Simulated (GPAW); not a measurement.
Runs of GPAW 26.7.0 on Ni. Symmetry: Fm-3m, No. 225, cubic system. The conventional cell has a = 3.475 Å, b = 3.475 Å, c = 3.475 Å, α = 90.00°, β = 90.00°, γ = 90.00°. Ni (site symmetry m-3m) is surrounded by 12 Ni at 2.46 Å. 

```csv
task,level,potentials or basis,U,cell,k mesh,smearing,band path,band points,eigensolver,optimizer,fmax,gap on the mesh (eV),pressure (GPa),moment (μB),V0 of scaled cells (Å³/atom),B0 (GPa)
band structure,LDA,"the program's PAW data sets (release 1.2.1) made for this functional, pw",-,as given,13 × 13 × 13,fermi-dirac 0.05 eV,"GXWKGLUWLK,UX",80,-,-,-,-,-8.2,0.62,-,-
single point,PBE,"GPAW PAW data sets (gpaw-data 1.2.1), pw",-,as given,13 × 13 × 13,gaussian 0.02 eV,-,-,-,-,-,none,10.5,0.64,-,-
single point,PBE,"GPAW PAW data sets (gpaw-data 1.2.1), pw",-,as given,13 × 13 × 13,gaussian 0.024 eV,-,-,-,-,-,none,10.5,0.64,-,-
band structure,PBEsol+U,"PAW data sets generated in the run's folder for this functional, pw",Ni d U = 8 eV,as given,13 × 13 × 13,fermi-dirac 0.05 eV,"GXWKGLUWLK,UX",80,-,-,-,-,(c),0.92,-,-
single point,PBE,"GPAW PAW data sets (gpaw-data 1.2.1), pw",-,as given,13 × 13 × 13,gaussian 0.025 eV,-,-,-,-,-,none,10.5,0.64,-,-
equation of state,PW91,"PAW data sets generated in the run's folder for this functional, pw",-,as given,11 × 11 × 11,fermi-dirac 0.05 eV,-,-,-,-,-,-,-,-,(a),206
equation of state,LDA,"the program's PAW data sets (release 1.2.1) made for this functional, pw",-,as given,11 × 11 × 11,fermi-dirac 0.05 eV,-,-,-,-,-,-,-,-,10.12,259
band structure,LDA,"the program's PAW data sets (release 1.2.1) made for this functional, pw",-,as given,11 × 11 × 11,fermi-dirac 0.05 eV,"GXWKGLUWLK,UX",80,-,-,-,-,(b),0.57,-,-
equation of state,PBE,"GPAW PAW data sets (gpaw-data 1.2.1), pw",-,as given,13 × 13 × 13,fermi-dirac 0.05 eV,-,-,-,-,-,-,-,-,(d),206
relaxation of cell and atoms,BLYP+D4,"PAW data sets generated in the run's folder for this functional, pw",-,relaxed,13 × 13 × 13,fermi-dirac 0.05 eV,-,-,davidson,BFGS,0.01 eV/Å,none,0.1,0.62,-,-
band structure,BLYP,"PAW data sets generated in the run's folder for this functional, pw",-,as given,13 × 13 × 13,fermi-dirac 0.05 eV,"GXWKGLUWLK,UX",100,davidson,-,-,-,19.4,0.62,-,-
band structure,revPBE,"the program's PAW data sets (release 1.2.1) made for this functional, pw",-,as given,13 × 13 × 13,fermi-dirac 0.05 eV,"GXWKGLUWLK,UX",80,-,-,-,-,15.3,0.63,-,-
```

Alike in all rows: spin collinear, ferromagnetic start; cutoff (eV) 600.

**Question.** Estimate the missing entries.

**Answer.** (a) 10.96; (b) -8.5; (c) 0.4; (d) 10.99.

Caveats: the stock nickel data set gives pressures a few GPa off other programs (some runs); so large a pressure means that the cell lies far from this level's equilibrium, or that cutoff or potentials fall short (some runs); the U is typed as a test and isn't derived for this compound (some runs); each step starts from the last one's moments, so a moment once lost doesn't come back (some runs); later steps reuse the first step's grids (some runs); pairwise dispersion overbinds metals, which lowers pressure and volume (some runs).

A k mesh can miss the band edges.

A gap of «none» marks a metal or a gap under the smearing width.

Not every run made on this cell is shown here.
